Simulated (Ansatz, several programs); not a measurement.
MgTe (F-43m) from a database structure, relaxed with r2SCAN in Ansatz (plane waves, PAW): the symmetry is F-43m (No. 216, cubic); conventional cell a = 6.466 Å, 33.80 Å³ an atom. Mg is surrounded by 4 Te at 2.80 Å; Te is surrounded by 4 Mg at 2.80 Å. The cell was then scaled with its shape and fractional coordinates held. Spin-unpolarised throughout; all numbers are computed.

| V (Å³/atom) | E (meV/atom) |
| --- | --- |
| 31.768 | 15.70 |
| 32.782 | 3.69 |
| 33.796 | 0.00 |
| 35.824 | 12.97 |

Problem. Pass a cubic E = c₀ + c₁u + c₂u² + c₃u³, with u = V − 33.543 Å³, through these points.

Solution. c₀ = 0.20, c₁ = -1.714, c₂ = 3.625, c₃ = -0.1842 (meV and Å³).

Problem. Where is the minimum, and what bulk modulus follows?

Solution. dE/du = 0 at u = +0.241, so V₀ = 33.78 Å³. B = V₀ d²E/dV² = 33.78 × (2c₂ + 6c₃u) = 33.78 × 6.984 = 236 meV/Å³, and 1 meV/Å³ is 0.16022 GPa: 38 GPa. A third-order Birch-Murnaghan fit to all five points gives 33.79 Å³ and 37 GPa.

Problem. Predict the energy and the pressure at the withheld volume, 34.810 Å³.

Solution. With u = +1.267: E ≈ 3.47 meV and P = −dE/dV ≈ -1.06 GPa. The run gives 3.42 meV and, from its stress, -1.05 GPa.
